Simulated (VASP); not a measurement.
# Al (Fm-3m) in VASP: further runs, part 2 of 2

VASP 6.6.1. The steps go on from the part before.

### Step 4. Band structure, TB-mBJ

Input file POSCAR:

```
Al
1.0
    0.0000000000      2.0248050000      2.0248050000
    2.0248050000      0.0000000000      2.0248050000
    2.0248050000      2.0248050000      0.0000000000
Al
1
Direct
    0.0000000000      0.0000000000      0.0000000000
```

Input file INCAR.step1:

```
ALGO = Normal
EDIFF = 1E-5
ENCUT = 520
GGA = PE
ISIF = 2
ISMEAR = -1
LASPH = T
LCHARG = F
LREAL = F
LWAVE = T
NELM = 100
PREC = Accurate
SIGMA = 0.05
```

Input file INCAR.step2:

```
ALGO = Normal
EDIFF = 1E-7
ENCUT = 520
ISIF = 2
ISMEAR = -1
ISTART = 1
LASPH = T
LCHARG = F
LREAL = F
LWAVE = F
METAGGA = MBJ
NELM = 100
PREC = Accurate
SIGMA = 0.05
```

Input file KPOINTS:

```
k-points
0
Gamma
  11 11 11
```

Input file KPOINTS_OPT:

```
path GXWKGLUWLK,UX
15
line-mode
reciprocal
 0.0000000000  0.0000000000  0.0000000000  G
 0.5000000000  0.0000000000  0.5000000000  X

 0.5000000000  0.0000000000  0.5000000000  X
 0.5000000000  0.2500000000  0.7500000000  W

 0.5000000000  0.2500000000  0.7500000000  W
 0.3750000000  0.3750000000  0.7500000000  K

 0.3750000000  0.3750000000  0.7500000000  K
 0.0000000000  0.0000000000  0.0000000000  G

 0.0000000000  0.0000000000  0.0000000000  G
 0.5000000000  0.5000000000  0.5000000000  L

 0.5000000000  0.5000000000  0.5000000000  L
 0.6250000000  0.2500000000  0.6250000000  U

 0.6250000000  0.2500000000  0.6250000000  U
 0.5000000000  0.2500000000  0.7500000000  W

 0.5000000000  0.2500000000  0.7500000000  W
 0.5000000000  0.5000000000  0.5000000000  L

 0.5000000000  0.5000000000  0.5000000000  L
 0.3750000000  0.3750000000  0.7500000000  K

 0.6250000000  0.2500000000  0.6250000000  U
 0.5000000000  0.0000000000  0.5000000000  X
```

Potentials or basis: VASP PAW PBE potentials, release 64 (Al).

The run is started by

```bash
> cat potpaw_PBE.64/Al/POTCAR > POTCAR
> cp INCAR.step1 INCAR
> mpirun -np 1 vasp_std > vasp.out
> cp INCAR.step2 INCAR
> mpirun -np 1 vasp_std > vasp.out
```

OUTCAR:

```text
EDIFF = 1E-7
   ENCUT = 520
   ISIF = 2
   ISMEAR = -1
   ISTART = 1
   LASPH = T
   LREAL = F
   METAGGA = MBJ
   NELM = 100
   PREC = Accurate

 ion  position               nearest neighbor table
   1  0.000  0.000  0.000-

  LATTYP: Found a face centered cubic cell.
 ALAT       =     4.0496100000

  Lattice vectors:

 A1 = (   0.0000000000,   2.0248050000,   2.0248050000)
 A2 = (   2.0248050000,   0.0000000000,   2.0248050000)
 A3 = (   2.0248050000,   2.0248050000,   0.0000000000)

Analysis of symmetry for initial positions (statically):
=====================================================================
 Subroutine PRICEL returns:
 Original cell was already a primitive cell.

 Routine SETGRP: Setting up the symmetry group for a
 face centered cubic supercell.

 Subroutine GETGRP returns: Found 48 space group operations
 (whereof 48 operations were pure point group operations)
 out of a pool of 48 trial point group operations.

The static configuration has the point symmetry O_h .

[... 154 lines left out ...]
  ---------------------------------------------------
  free energy    TOTEN  =        22.73413912 eV

  energy without entropy =       22.73814077  energy(sigma->0) =       22.73613994

 E-fermi :   7.6958     XC(G=0):  -9.5579

 val. band max:        7.4697097232   @ k =  -0.4545   0.4545   0.0909
 cond. band min:       7.7037877006   @ k =   0.4545   0.1818   0.0909
 fundamental gap:      0.2340779775
 Fermi energy:         7.6957520502

 k-point     1 :       0.0000    0.0000    0.0000
  band No.  band energies     occupation
      1      -3.4925      2.00000
      2      20.8377      0.00000
      3      20.8377      0.00000
      4      20.8377      0.00000
      5      21.6826      0.00000
[... 177 lines left out ...]
 k-point    24 :      -0.1818    0.1818    0.0000
  band No.  band energies     occupation
      1      -1.1202      2.00000
      2      11.5685      0.00000
      3      12.9548      0.00000
      4      19.6904      0.00000
      5      21.7179      0.00000

 [... further k-points ...]

------------------------ aborting loop because EDIFF is reached ----------------------------------------

  FORCE on cell =-STRESS in cart. coord.  units (eV):
  Direction    XX          YY          ZZ          XY          YZ          ZX
  --------------------------------------------------------------------------------------
  -------------------------------------------------------------------------------------
  Total       14.0913029     14.0913029     14.0913029     -0.0000000      0.0000000     -0.0000000
  in kB     1359.8221912   1359.8221912   1359.8221912     -0.0000000      0.0000000     -0.0000000
  external PRESSURE =    1359.8221912 kB  Pullay stress =       0.0000000 kB

 VOLUME and BASIS-vectors are now :
 -----------------------------------------------------------------------------
  energy-cutoff  :      520.00
  volume of cell :       16.60
      direct lattice vectors                 reciprocal lattice vectors
     0.000000000  2.024805000  2.024805000    -0.246937359  0.246937359  0.246937359
     2.024805000  0.000000000  2.024805000     0.246937359 -0.246937359  0.246937359
     2.024805000  2.024805000  0.000000000     0.246937359  0.246937359 -0.246937359

 POSITION                                       TOTAL-FORCE (eV/Angst)
 -----------------------------------------------------------------------------------
      0.00000      0.00000      0.00000        -0.000000      0.000000      0.000000
 -----------------------------------------------------------------------------------
    total drift:                               -0.000000     -0.000000     -0.000000

  FREE ENERGIE OF THE ION-ELECTRON SYSTEM (eV)
  ---------------------------------------------------
  free  energy   TOTEN  =        22.7341391162 eV

  energy  without entropy=       22.7381407713  energy(sigma->0) =       22.73613994
```

OUTCAR.step1:

```text
EDIFF = 1E-5
   ENCUT = 520
   GGA = PE
   ISIF = 2
   ISMEAR = -1
   LASPH = T
[... 408 lines left out ...]

 POSITION                                       TOTAL-FORCE (eV/Angst)
 -----------------------------------------------------------------------------------
      0.00000      0.00000      0.00000         0.000000      0.000000      0.000000
 -----------------------------------------------------------------------------------
    total drift:                                0.000000     -0.000000      0.000000

  FREE ENERGIE OF THE ION-ELECTRON SYSTEM (eV)
  ---------------------------------------------------
  free  energy   TOTEN  =        -3.7556758502 eV

  energy  without entropy=       -3.7516664158  energy(sigma->0) =       -3.75367113
```

OSZICAR.step1:

```text
N       E                     dE             d eps       ncg     rms          rms(c)
DAV:   1    -0.171915920997E+01   -0.17192E+01   -0.84645E+02   590   0.323E+02
DAV:   2    -0.375451138312E+01   -0.20354E+01   -0.18524E+01   750   0.295E+01
DAV:   3    -0.377794772850E+01   -0.23436E-01   -0.23408E-01   730   0.352E+00
DAV:   4    -0.377801538806E+01   -0.67660E-04   -0.67659E-04   745   0.210E-01
DAV:   5    -0.377801583054E+01   -0.44248E-06   -0.44260E-06   750   0.141E-02    0.129E+00
DAV:   6    -0.376509529350E+01    0.12921E-01   -0.16760E-03   695   0.312E-01    0.750E-01
DAV:   7    -0.375568025316E+01    0.94150E-02   -0.50332E-03   665   0.505E-01    0.145E-01
DAV:   8    -0.375567585016E+01    0.44030E-05   -0.23098E-05   725   0.511E-02
   1 F= -.37556759E+01 E0= -.37536711E+01  d E =-.400943E-02
```

It took 8.8 s on 1 thread of Intel Xeon 6975P-C (Granite Rapids), shared host; peak memory 0.14 GiB.

What came out:

| Quantity | Value |
| --- | --- |
| Band gap along the path | none (metal or under the smearing width) |

Levels at the corners of the path, in eV from the Fermi level:
```csv
point,band 1,band 2,band 3,band 4,band 5
Γ,-11.19,13.14,13.14,13.14,13.99
X,-3.00,-1.61,5.46,5.54,5.54
X,-3.00,-1.61,5.46,5.54,5.54
W,-0.88,-0.88,0.26,0.93,16.13
W,-0.88,-0.88,0.26,0.93,16.13
K,-1.94,-1.37,-0.45,6.54,8.28
K,-1.94,-1.37,-0.45,6.54,8.28
Γ,-11.19,13.14,13.14,13.14,13.99
Γ,-11.19,13.14,13.14,13.14,13.99
L,-4.63,-4.45,11.30,11.30,11.92
L,-4.63,-4.45,11.30,11.30,11.92
U,-1.94,-1.37,-0.45,6.54,8.28
U,-1.94,-1.37,-0.45,6.54,8.28
W,-0.88,-0.88,0.26,0.93,16.13
W,-0.88,-0.88,0.26,0.93,16.13
L,-4.63,-4.45,11.30,11.30,11.92
L,-4.63,-4.45,11.30,11.30,11.92
K,-1.94,-1.37,-0.45,6.54,8.28
U,-1.94,-1.37,-0.45,6.54,8.28
X,-3.00,-1.61,5.46,5.54,5.54
```

Caveat: the PAW data sets were made with another functional, which shifts forces and pressure a little.

### Step 5. Overview

| level | pressure (GPa) |
| --- | --- |
| SCAN | -2.3 |
| TPSS | -2.2 |
| TB-mBJ | - |

Alike in all rows: task band structure; potentials or basis VASP PAW PBE potentials, release 64 (Al); no spin polarisation; cell as given; k mesh 11 × 11 × 11; cutoff (eV) 520; smearing fermi-dirac 0.05 eV.

Caveats: the PAW data sets were made with another functional, which shifts forces and pressure a little.

Total energies depend on the potentials used, so only differences within one code and one set of settings carry meaning.
